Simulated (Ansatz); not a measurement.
# Co under changes of volume

One of the cells (10.640 Å³/atom); the others are scaled copies at fixed shape and fractional positions:

```
Co
1.0
     2.47200    0.00000    0.00000
    -1.23600    2.14081    0.00000
     0.00000    0.00000    4.02114
Co
2
Cartesian
  1.2360 0.7136 3.0159
  0.0000 1.4272 1.0053
```

```yaml
Program: Ansatz 0.2.0
Functional: PBE
Potentials_or_basis: JTH PAW
Cutoff: "1320 eV (not typed: the program's choice for these potentials)"
k_mesh: 12 × 12 × 7
Occupations: fermi-dirac, width 0.05 eV
Spin: collinear spin, ferromagnetic start
Starting_moments: "[2.0, 2.0] μB"
```

```tsv
volume (Å³/atom)	energy over the lowest point (meV/atom)	pressure (GPa)	moment (μB per cell)
10.002	?	?	?
10.215	30.13	15.2	3.10
10.427	13.60	9.9	3.16
10.640	3.75	5.0	3.21
10.853	0.00	0.7	3.25
11.066	1.73	-3.2	3.29
11.279	8.39	-6.8	3.32
```

Task: What does the run at 10.002 Å³/atom give?

Result: Energy over the lowest point 53.94 meV/atom; pressure 21.2 GPa; moment 3.04 μB per cell.

Worked out: A Birch-Murnaghan fit of order 3 (a polynomial in V^(-2/3)) to the other rows has its minimum at 10.89 Å³/atom with B0 = V·E''(V) = 207 GPa and B' = 4.4 at fixed shape and positions, which overstates the stiffness. It gives 54.27 meV/atom at 10.002 Å³/atom, against the run's 53.94, and -dE/dV = 21.2 GPa, against 21.2. A parabola through the other rows of the moment, of slope 0.318 μB per Å³/atom there, extrapolates to 3.04 μB, against the run's 3.04.

Energies are extrapolated to zero smearing.
